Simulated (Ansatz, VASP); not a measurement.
# TiN in VASP and in Ansatz

```
CELL_PARAMETERS angstrom
0.00000 2.08630 2.08630
2.08630 0.00000 2.08630
2.08630 2.08630 0.00000
ATOMIC_POSITIONS crystal
Ti 0.00000 0.00000 0.00000
N 0.50000 0.50000 0.50000
```

The cell is a database's computed one.

Alike in both runs: task relaxation of cell and atoms; functional LDA; k mesh 14 × 14 × 14; occupations gaussian, width 0.1 eV; no spin polarisation.

|  | VASP | Ansatz |
| --- | --- | --- |
| version | VASP 6.6.1 | Ansatz 0.2.0 |
| potentials or method | VASP PAW LDA potentials, release 64 (Ti_sv, N) | scalar-relativistic, plane waves, PAW |
| plane-wave cutoff (eV) | 600 | 420 |
| valence electrons in the cell | 17 | 17 |

|  | VASP | Ansatz | Ansatz less VASP |
| --- | --- | --- | --- |
| gap on the k mesh at the Fermi level, each at its own relaxed structure (eV) | none | none | - |
| relaxed volume (Å³/atom) | 9.10 | 9.08 | -0.027 |
| relaxed cell length with the largest relative difference (Å) | 2.953 | 2.950 | -0.0030 |

A gap of «none» marks a metal or a gap that the smearing closes. Ansatz warned: «pseudo_functional_mismatch».
